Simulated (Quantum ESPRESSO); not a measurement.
**Au under changes of volume**

One of the cells (16.855 Å³/atom); the others are scaled copies at fixed shape and fractional positions:

```xyz
1
Lattice="0.0000 2.0350 2.0350 2.0350 0.0000 2.0350 2.0350 2.0350 0.0000" Properties=species:S:1:pos:R:3 pbc="T T T"
Au    0.0000    0.0000    0.0000
```

- Program: Quantum ESPRESSO 7.5
- Functional: LDA
- Potentials or basis: PseudoDojo 0.4.1 SR LDA standard
- Cutoff: 871 eV
- Density cutoff: 3483 eV
- k mesh: 11 × 11 × 11
- Occupations: fermi-dirac, width 0.05 eV
- Spin: no spin polarisation

```tsv
volume (Å³/atom)	energy over the lowest point (meV/atom)	pressure (GPa)
15.843	20.15	7.7
16.181	5.21	2.9
16.518	0.00	-1.4
16.855	?	?
17.192	13.95	-8.4
17.529	31.31	-11.2
17.866	54.04	-13.7
```

Q: What does the run at 16.855 Å³/atom give?

A: Energy over the lowest point 3.29 meV/atom; pressure -5.1 GPa.

Worked out: A Birch-Murnaghan fit of order 3 (a polynomial in V^(-2/3)) to the other rows has its minimum at 16.55 Å³/atom with B0 = V·E''(V) = 196 GPa and B' = 5.6. It gives 3.30 meV/atom at 16.855 Å³/atom, against the run's 3.29, and -dE/dV = -3.4 GPa, against -5.1.

Energies are extrapolated to zero smearing.
